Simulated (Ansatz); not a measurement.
Zn:

```
CELL_PARAMETERS angstrom
-1.56904 1.56904 1.56904
1.56904 -1.56904 1.56904
1.56904 1.56904 -1.56904
ATOMIC_POSITIONS crystal
Zn 0.00000 0.00000 0.00000
```

This isn't the form of Zn at room conditions, which is hcp.

A run of Ansatz 0.2.0 on this cell left the log below. Logs are shortened: lines on timing, memory, paths and dates and some standing lists are left out, and cuts for length are marked.

```text
Warning: RAYON_NUM_THREADS=1 ignored (pool sized by the plan → 1); use --threads N
The last accepted step is kept in <dir> (removed where the run ends without a failure and the disk answers)
LAPW: plane waves up to 8.453 Å⁻¹, error target 1.0e-3 eV per atom; small_component_spin mean_spin; Zn in spheres of 1.318 Å, 20 of its electrons in bands, Dirac shells [] (how accurate: hamiltonian.pseudopotentials.lapw.basis_error, Limitations)
Engine: ansatz 0.2.0, aarch64-unknown-linux-gnu
Pseudopotentials: kind: all_electron
Pseudopotential: Zn, LAPW, valence charge 20, lapw/all_electron/scalar/gaussian/Zn, Koelling and Harmon's equation, gaussian nucleus
Functional definition: PBEsol
  exchange = pbesol_x
  correlation = pbesol_c
Crystal: 1 atoms, lattice volume = 15.451 Å³
Basis set: ecut = 272.20749838713215 eV, 141 PW (Γ), exchange–correlation at level 2
Bands: 14, of which v1, the nominal top of the filled ones, is band 10 counted from 1 (9 counted from 0)
Symmetry: 48 space group operations
Space group: Im-3m (ITA 229), of the structure as read, at distance tolerance 2.5e-5 Å
k-points: 72 of 1728
Non-local potential: Zn, projectors of the file, none
Initial density: superposition of atomic densities (chi_scale 0.1, normalization cell)
Initial wavefunctions: plane waves of lowest kinetic energy (no species holds an atomic orbital)
Functional: x = pbesol(κ = 0.804, μ = 0.12345679012345678), c = pbesol(β = 0.046)
iter 1 solved again at ethr=2.08e-4 eV; its pass at ethr=1.00e-1 eV (dr2=4.16e-2 eV) is discarded
SCF iter   1: F=—  HF=-48834.912272 eV  |F-HF|=—  |Δ(HF+E_count)|=         —  Δρ=2.00e-2  dr2=4.16e-2  ethr=2.08e-4  ⟨swp⟩=3.2  Hψ=6957  notcnv=0
preconditioner: auto → Kerker (q_TF=auto, 2.848 Å⁻¹)  [metal: Δε(μ)=0.014 eV  Ē_g=16.398 eV  σ=0.050 eV  W_gap=0.07  n_scr=12 (ndim 8)  ℏωp=32.7 eV  f_vac=0.000  D(μ)=0.54/eV (n_scr^D=0)]
SCF iter   2: F=—  HF=-48834.853127 eV  |F-HF|=—  |Δ(HF+E_count)|=   5.91e-2  Δρ=6.91e-3  dr2=6.37e-3  ethr=2.08e-4  ⟨swp⟩=2.1  Hψ=3075  notcnv=0
preconditioner: auto → none  [insulator: Δε(μ)=0.124 eV  Ē_g=17.430 eV  σ=0.050 eV  W_gap=0.53  n_scr=12 (ndim 8)  ℏωp=32.7 eV  f_vac=0.000  D(μ)=0.44/eV (n_scr^D=0)  ε∞_Penn≈4.5]
[... 41 lines left out ...]
iter 1 solved again at ethr=2.51e-11 eV; its pass at ethr=1.00e-1 eV (dr2=5.02e-9 eV) is discarded
SCF iter   1: F=—  HF=-48834.815627 eV  |F-HF|=—  |Δ(HF+E_count)|=         —  Δρ=7.33e-6  dr2=5.02e-9  ethr=2.51e-11  ⟨swp⟩=3.1  Hψ=5177  notcnv=0
preconditioner: auto → none  [metal: Δε(μ)=0.009 eV  Ē_g=17.827 eV  σ=0.050 eV  W_gap=0.05  n_scr=0 (ndim 8)  ℏωp=34.1 eV  f_vac=0.000  D(μ)=0.49/eV (n_scr^D=0)]
iter 2 solved again at ethr=1.98e-12 eV; its pass at ethr=2.51e-11 eV (dr2=3.97e-10 eV) is discarded
SCF iter   2: F=-48834.815627 eV  HF=-48834.815627 eV  |F-HF|=7.60e-9  |Δ(HF+E_count)|=   6.07e-8  Δρ=2.07e-6  dr2=3.96e-10  ethr=1.98e-12  ⟨swp⟩=2.0  Hψ=4779  notcnv=0
SCF 5 converged in 2 iterations: F = -48834.815627 eV  dr2 = 3.96e-10
relax step   5: F+E_penalty+E_count = -48834.81562700 eV  Δ(F+E_penalty+E_count) = -2.310e-7 eV  max|allowed force component| = 0.000e0 eV/Å  Δτ_max = 0.0000 Å  P = -0.036 GPa  Ω = 14.266 Å³  stress off target by 3.65e-2 GPa  SCF on the basis re-selected at this cell (its energy is not comparable with the rows above)  (2 SCF iters)
basis re-selected at this cell: Δ(F+E_penalty+E_count) = -2.310e-7 eV, ΔP = -0.001 GPa vs the last step (what re-selecting the basis moved, after the strain that the cell walked since its last selection, with what the two solves' SCF thresholds leave and, on support functions, any second-order correction that the steps lacked; it is no measure of the basis error at this ecutwfc). This SCF's stress stands 3.65e-2 GPa from its target on what of the cell is left free (relax.cell.stress_tol is 5.00e-2 GPa) and its largest allowed force component is 0.00e0 eV/Å (relax.f_tol is 5.00e-3 eV/Å): within both
SCF converged after 2 iterations
Free energy (F): -48834.815627 eV
Harris-Foulkes:  -48834.815627 eV  (|F-HF|=7.60e-9)
Internal energy: -48834.812061 eV  (E = F + TS)
E sigma→0 (E₀):  -48834.813844 eV
Entropy (-TS):   -0.003566 eV (-3.566 meV/atom)
Fermi energy:    15.013878 eV
--- Per-component energies (eV) ---
  E_band       = -523.370414
  E_kinetic    = 49728.258443
  E_xc         = -1911.524978
  E_electrostatic = -96651.545526  (all electrons and nuclei)
  E_smearing   = -0.003566  (= −TS)
  E_closure    = 0.000000  (closes the sum)
  E_atoms      = -48833.332136  (free atoms, spherical and without spin; not in F)
  Σ components = -48834.815627   (vs F -48834.815627, Δ=0.00e0)
  Basis errors (estimates in eV, not in F): energy 2.8e-4 per atom: plane waves 2.8e-4 (1.5e-4 summed), levels above the bands 4.6e-79, relativity 6.3e-9, radial functions 3.5e-6, core shells 2.2e-12; eigenvalues (radial functions only) 3.5e-5; not estimated: angular momenta, meshes, grids; target (lapw.basis_error) 1.0e-3; muffin-tin radii Zn 1.283 Å
--- Forces (eV/Å), atoms counted from 1 ---
  atom   1  Zn    -0.00000000    -0.00000000     0.00000000
  max |Σ_I F_I| component: 2.38e-31 eV/Å
--- Stress (GPa, compression-positive) ---
       -0.036480       0.000000       0.000000
        0.000000      -0.036480       0.000000
        0.000000       0.000000      -0.036480
  P = ⅓ Tr σ = -0.0365 GPa (-0.365 kbar)
--- Relaxed structure (4 steps of the walk, 4 accepted, 1 SCFs on fresh bases) ---
  F+E_penalty+E_count = -48834.81562700 eV   max|allowed force component| = 0.000e0 eV/Å   (the final SCF, on the basis selected at the relaxed cell)
  cell:  # Å, volume = 14.2664 Å³
    - [-1.527865278610831, 1.527865278610831, 1.527865278610831]
    - [1.527865278610831, -1.527865278610831, 1.527865278610831]
    - [1.527865278610831, 1.527865278610831, -1.527865278610831]
  atoms:
    - { symbol: Zn, position: [0.0, 0.0, 0.0] }
```

Task: What input gives this log?

Result: Relaxation of cell and atoms with PBEsol, no spin polarisation. The files as run (others can give the same):

input.yaml
```yaml
crystal:
  lattice:
    - [-1.569037, 1.569037, 1.569037]
    - [1.569037, -1.569037, 1.569037]
    - [1.569037, 1.569037, -1.569037]
  atoms:
    - { symbol: Zn, position: [0.0, 0.0, 0.0] }
kpoints:
  mp_grid: { grid: [12, 12, 12] }
scf:
  occupations: { method: fermi_dirac, width: 0.05 }
hamiltonian:
  xc: pbesol
  pseudopotentials: { kind: all_electron, lapw: { basis_error: 0.001 } }
output:
  forces: true
  stress: true
relax:
  f_tol: 0.005
  max_steps: 60
  cell: {}
```

Potentials or basis: all-electron LAPW, scalar-relativistic.
Command:
```console
$ ansatz run input.yaml --threads 1 --pin off --max-ram 3072MiB --backend cpu --events-out ev --progress --plain --runs-dir out
```
